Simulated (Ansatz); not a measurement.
Runs of Ansatz 0.2.0 on SiC (Moissanite 6H). Symmetry: P6_3mc, No. 186, hexagonal system. Conventional cell: a = 3.095 Å, b = 3.095 Å, c = 15.170 Å, α = 90.00°, β = 90.00°, γ = 120.00°. Si (site symmetry 3m) is surrounded by 4 C at 1.90 Å. Si (site symmetry 3m) is surrounded by 4 C at 1.90 Å. Si (site symmetry 3m) is surrounded by 4 C at 1.90 Å. Around C (site symmetry 3m) lie 4 Si at 1.90 Å. C (site symmetry 3m) is surrounded by 4 Si at 1.90 Å. Around C (site symmetry 3m) lie 4 Si at 1.90 Å. 

```tsv
task	level	potentials or basis	cell	cutoff (eV)	points for each segment of the path	gap on the mesh (eV)	pressure (GPa)	relaxed volume (Å³/atom)	largest force (eV/Å)
band structure	LDA	JTH PAW LDA	as given	780	10	1.98	(c)	-	0.14
relaxation of cell and atoms	BLYP+D3(BJ)	Ansatz PAW	relaxed	420	-	(a)	0.0	10.24	-
band structure	BPBE	Ansatz PAW	as given	420	10	2.03	0.4	-	0.14
relaxation of cell and atoms	PBEsol+D3(BJ)	Ansatz PAW	relaxed	420	-	1.92	0.0	(b)	-
```

Alike in all rows: no spin polarisation; k mesh 10 × 10 × 2; smearing fermi-dirac 0.05 eV.

Question: Estimate the missing entries.

Answer: (a) 2.33; (b) 10.16; (c) -7.6.

Caveats: the PAW data sets come from PBE, with cores solved anew for the run's functional, which leaves a small shift of forces and pressure (some runs); the plane-wave basis is chosen anew once the cell has moved, so the energies of steps on either side of that aren't comparable (some runs).

A k mesh can miss the band edges.

Runs at the PBE level aren't shown here.
